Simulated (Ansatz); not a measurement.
**Nuclear-site quantities of N as the cell is scaled**

```xyz
4
Lattice="5.6490 0.0000 0.0000 0.0000 5.6490 0.0000 0.0000 0.0000 5.6490" Properties=species:S:1:pos:R:3 pbc="T T T"
N     0.1695    0.1695    0.1695
N     2.6550    5.4795    2.9940
N     2.9940    2.6550    5.4795
N     5.4795    2.9940    2.6550
```

Atoms are numbered in the order listed.

The cell comes from COD entry 9012480, which wasn't checked; take it as a given geometry.

Theory: Ansatz 0.2.0, DFT, PBEsol, all-electron PAW with datasets made for the crystal, scalar-relativistic.

Settings: a Γ-centred 4×4×4 k mesh, Fermi–Dirac smearing of 0.02 eV, cutoff 140 eV (chosen by the program for this cell), no spin polarisation.

The contact density is the mean electron density over the nuclear volume; its changes follow the s electrons' response to bonding and compression. Changes below are taken from the unscaled cell, where it is 1417.69 e/Å³ at N1.

```tsv
V/V(cell)	P (GPa)	Δρ(0) N1 (e/Å³)
0.9400	-4.8	?
0.9800	-4.3	0.03
1.0000	-4.1	0.00
1.0100	-4.0	-0.01
1.0400	-3.7	?
```

Question: Fill in "Δρ(0) N1 (e/Å³)" for the row "0.9400".

Answer: 0.09.

Question: Give the missing entry: row "1.0400", column "Δρ(0) N1 (e/Å³)".

Answer: -0.05.

The datasets are made afresh for each cell, so very small changes are uncertain.
